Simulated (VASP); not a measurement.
The system is Ni.

```xyz
1
Lattice="0.0000 1.7376 1.7376 1.7376 0.0000 1.7376 1.7376 1.7376 0.0000" Properties=species:S:1:pos:R:3 pbc="T T T"
Ni    0.0000    0.0000    0.0000
```

```yaml
Program: VASP 6.6.1
Task: single point
Functional: PBE
Potentials_or_basis: VASP PAW PBE potentials, release 64 (Ni)
Cutoff: 520 eV
k_mesh: 13 × 13 × 13
Occupations: fermi-dirac, width 0.05 eV
Spin: collinear spin, ferromagnetic start
Starting_moments: "[1.0] μB"
```

On this cell: pressure 7.9 GPa; net moment 0.62 μB per cell; site moments Ni +0.63 μB; band gap on the k mesh none (metal or under the smearing width).

The same run follows on a disturbed copy (cell strained at random at fixed volume):

```
Ni
1.0
     0.01655    1.75725    1.76824
     1.71912    0.01633    1.76846
     1.71447    1.75283    0.02098
Ni
1
Direct
  0.00651 0.01144 0.96710
```

Problem. What does the disturbed cell give?

Solution. The energy (extrapolated to zero smearing) moves by +3.3 meV/atom; pressure 8.0 GPa; net moment 0.62 μB per cell; site moments Ni +0.63 μB; band gap on the k mesh none (metal or under the smearing width).

Stress tensor (GPa, compression positive):
```
 9.97 -1.11 -1.89
-1.11  7.44 -1.57
-1.89 -1.57  6.63
```
